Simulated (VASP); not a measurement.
Input of a VASP 6.6.1 run:

File INCAR:

```
SYSTEM = FeO
PREC = Accurate ; ENCUT = 520
EDIFF = 1E-6 ; ISMEAR = 0
SIGMA = 0.05 ; LREAL = .FALSE.
LASPH = .TRUE. ; NELM = 100
ALGO = Normal ; ISIF = 2
LWAVE = .FALSE. ; LCHARG = .FALSE.
ISPIN = 2 ; MAGMOM = 3 0
LORBIT = 11 ; LMAXMIX = 4
GGA = PE ; NBANDS = 18
```

The input KPOINTS:

```
regular mesh
0
G
  8 8 8
  0 0 0
```

Contents of POSCAR:

```
FeO
1.0
    1.5176821100      0.8762341800      2.5157945800
   -1.5176821100      0.8762341800      2.5157945800
    0.0000000000     -1.7524683500      2.5157945800
Fe O
1 1
Direct
    0.0000000000      0.0000000000      0.0000000000
    0.5000000000      0.5000000000      0.5000000000
```

Potentials or basis: VASP PAW PBE potentials, release 64 (Fe, O).

Run with:

```bash
$ cat potpaw_PBE.64/Fe/POTCAR potpaw_PBE.64/O/POTCAR > POTCAR
$ mpirun -np 1 vasp_std > vasp.out
```

(1) Predict the pressure.

(2) Estimate the band gap on the k mesh.

Answers

(1) -0.6 GPa.

(2) none (metal or under the smearing width).

Caveat: a cell with one magnetic atom can't hold antiferromagnetic order, which such compounds often take; semilocal functionals often make such compounds metallic where correlation or magnetic order opens a gap, which also shifts bond lengths.
